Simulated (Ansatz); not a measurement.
This is a field-response calculation (clamped ions) with the plane-wave code Ansatz on HfO2 (started from an entry of an open crystallographic database); the level of theory is PBE. The geometry is the r2SCAN minimum.

Input (YAML):
```yaml
crystal:
  lattice:
    - [0.0, 2.5291823175, 2.5291823175]
    - [2.5291823175, 0.0, 2.5291823175]
    - [2.5291823175, 2.5291823175, 0.0]
  atoms:
    - { symbol: Hf, position: [0.0, 0.0, 0.0] }
    - { symbol: O, position: [0.25, 0.25, 0.25] }
    - { symbol: O, position: [0.75, 0.75, 0.75] }
kpoints:
  mp_grid: { grid: [8, 8, 8] }
hamiltonian:
  xc: pbe
scf:
  occupations: { method: fixed }
dielectric: {}
```

Command: `ansatz run input.yaml --threads 2 --pin off --max-ram 2211MiB --backend cpu --events-out ev --progress --plain --runs-dir out`. It took 19 s on 2 threads of Arm Neoverse N1, with other jobs on the host; peak host memory 0.46 GiB.

The output, standing remarks left out:
```
Pseudopotential: Hf, paw, valence charge 26, recommended cutoff 420 eV (normal)
Pseudopotential: O, paw, valence charge 6, recommended cutoff 420 eV (normal)
Functional definition: PBE
Crystal: 3 atoms, lattice volume = 32.357 Å³
Basis set: ecut = 420 eV, 609 PW (Γ)
Bands: 23, of which v1, the nominal top of the filled ones, is band 19 counted from 1 (18 counted from 0)
Symmetry: 48 space group operations
k-points: 59 of 512 (irreducible under 8 space group operations, time reversal used)
SCF 1 converged in 9 iterations: F = -16861.396438 eV  dr2 = 3.87e-11
SCF converged after 9 iterations
Free energy (F): -16861.396438 eV
Fermi energy:    16.200043 eV
--- Dielectric response (ions clamped): 1 representative field direction + reference, on 59 of 512 k-points ---
  ε∞ (high-frequency dielectric tensor):
        5.288560     0.000000     0.000000
        0.000000     5.288560     0.000000
        0.000000     0.000000     5.288560
  Born effective charges Z* (e; rows j = field, columns β = displacement):
    site 0:
         5.55088    0.00000    0.00000
         0.00000    5.55088    0.00000
         0.00000    0.00000    5.55088
    site 1:
        -2.77544    0.00000    0.00000
         0.00000   -2.77544    0.00000
         0.00000    0.00000   -2.77544
    site 2:
        -2.77544    0.00000    0.00000
         0.00000   -2.77544    0.00000
         0.00000    0.00000   -2.77544
```

The electronic dielectric tensor ε∞ is 5.29 in all directions. Born charges, averaged over directions: Hf +5.55, O -2.78 e.

The values are computed, spin-unpolarised, and not measurements.
